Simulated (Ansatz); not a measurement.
# Calculated Hf-179 nuclear quadrupole resonance for HfSiO4

Cell: a COD entry, its atoms then relaxed with PBE in this cell.

Space group I4_1/amd:1 (No. 141); a = 6.5725, c = 5.9632 Å.

| site | Wyckoff | site symmetry | x | y | z |
| --- | --- | --- | --- | --- | --- |
| Hf | 4a | -4m2 | 0.0000 | 0.5000 | 0.2500 |
| Si | 4b | -4m2 | 0.5000 | 0.0000 | 0.2500 |
| O | 16h | .m. | 0.5000 | 0.3147 | 0.8193 |

One atom of each set is listed; the run and its k-mesh use a cell of 12 atoms with edges of 5.52, 5.52, 5.52 Å.

Method: Kohn–Sham DFT in Ansatz, LDA, plane waves and PAW, scalar-relativistic, 420 eV cutoff, Γ-centred 7×7×7 k-points, Fermi–Dirac smearing 0.02 eV.

Hf-179: I = 9/2, Q = 3793 mb (year-2017 value). Static lattice, zero field.

(1) The simulated lines lie at 56.7, 113.5, 170.2, 227.0 MHz. What are |C_Q|, η and |V_zz| at Hf?

Answers

(1) For I = 9/2 and η = 0 the lines are |C_Q|/24 times 1, 2, 3 and 4; η shifts the lowest up most. Here |C_Q| = 1362 MHz, η = 0.00 and |V_zz| = 14.85 × 10²¹ V/m². The calculation gives V_zz positive; the lines don't show the sign. The site has 8 O at 2.11–2.26 Å.

An axis of threefold or higher order runs through Hf, so V_zz lies along it and η is zero.

At this cell the LDA pressure is -5 GPa, so with LDA the cell would shrink if it were relaxed. Without spin–orbit coupling the gradients at and beside Hf can be off by some per cent, at some sites by more.
